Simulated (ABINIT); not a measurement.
A run of ABINIT 10.8.3 (patched build):

File run.abi:

```
pp_dirpath "./"
pseudos "Co.GGA_PBE-ansatz.xml, O.GGA_PBE-ansatz.xml"

acell 3*1.0 Angstrom
rprim
     1.5054695445     0.8691832468     2.4399269062
    -1.5054695445     0.8691832468     2.4399269062
     0.0000000000    -1.7383664936     2.4399269062
ntypat 2
znucl 27 8
natom 2
typat 1 2
xred
     0.0000000000     0.0000000000     0.0000000000
     0.5000000000     0.5000000000     0.5000000000

ecut 16.0
pawecutdg 32.0
pawxcdev 0
pawovlp 30

kptopt 3
ngkpt 4 4 4
nshiftk 1
shiftk 0.0 0.0 0.0

ixc 11

nband 32
occopt 3
tsmear 0.00183747

nsppol 1
nspinor 2
nspden 4
spinat
    -0.0690000000     0.0350000000     0.2060000000
     0.0000000000     0.0000000000     0.0000000000
nsym 1
pawspnorb 0

nstep 80
tolvrs 1.0e-9

iomode 3
prtwf 0
prtden 0
prteig 0
prtebands 0
```

Potentials or basis: Ansatz PAW PBE default generated set, frozen core.

Launch:

```sh
$ abinit run.abi > log 2>&1
```

Hardware: 1 thread of Arm Neoverse V2 (shared host).

Task: How long does it take, and how much memory?

Result: Wall time 8 min on 1 thread of Arm Neoverse V2 (shared host), peak memory 0.53 GiB. Counts: scf iterations 34, mpi ranks 1, k points 64, bands 32, plane waves 399.
